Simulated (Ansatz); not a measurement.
# CdO: the cost of one run

Method: DFT PBE, scalar-relativistic, plane waves, PAW, in Ansatz 0.2.0.

2 further runs of the same task are left out: 1 that didn't finish, 1 set aside as unsound or not needed.

## 1. The structure to begin with

Symmetry: Fm-3m, No. 225, cubic system. Conventional cell: a = 4.696 Å, b = 4.696 Å, c = 4.696 Å, α = 90.00°, β = 90.00°, γ = 90.00°. Cd (site symmetry m-3m) is surrounded by 6 O at 2.35 Å. O (site symmetry m-3m) is surrounded by 6 Cd at 2.35 Å.

Coordinates:

```cif
data_structure
_symmetry_space_group_name_H-M 'P 1'
_symmetry_Int_Tables_number 1
_cell_length_a 3.3208
_cell_length_b 3.3208
_cell_length_c 3.3208
_cell_angle_alpha 60.000
_cell_angle_beta 60.000
_cell_angle_gamma 60.000
_cell_volume 25.89
loop_
_atom_site_label
_atom_site_type_symbol
_atom_site_fract_x
_atom_site_fract_y
_atom_site_fract_z
_atom_site_occupancy
Cd1 Cd 0.00000 0.00000 0.00000 1
O1 O 0.50000 0.50000 0.50000 1
```

The structure comes from the Crystallography Open Database.

## 2. A change within the space group

Against the listed cell: strain xx, yy, zz, yz, xz, xy = +3.1, +3.1, +3.1, +0.0, +0.0, +0.0 %.

input.yaml

```yaml
crystal:
  lattice:
    - [0.0, 2.419815538, 2.419815538]
    - [2.419815538, 0.0, 2.419815538]
    - [2.419815538, 2.419815538, 0.0]
  atoms:
    - { symbol: Cd, position: [0.0, 0.0, 0.0] }
    - { symbol: O, position: [0.5, 0.5, 0.5] }
basis:
  ecutwfc: 420
kpoints:
  mp_grid: { grid: [16, 16, 16] }
hamiltonian:
  xc: pbe
scf:
  occupations: { method: gaussian, width: 0.1 }
output:
  forces: true
  stress: true
  eigenvalues: true
  populations: true
  write_density: true
  write_potential: true
  elf: true
  volumetric_format: npy
```

On the command line:

```sh
$ ansatz run input.yaml --threads 1 --pin off --max-ram 1331MiB --backend cpu --events-out ev --progress --plain --runs-dir out
```

**Question.** How long does this run take on 1 thread of an x86-64 CPU, shared host, and how much memory does it need?

About 10 s, with a peak of 0.35 GiB.
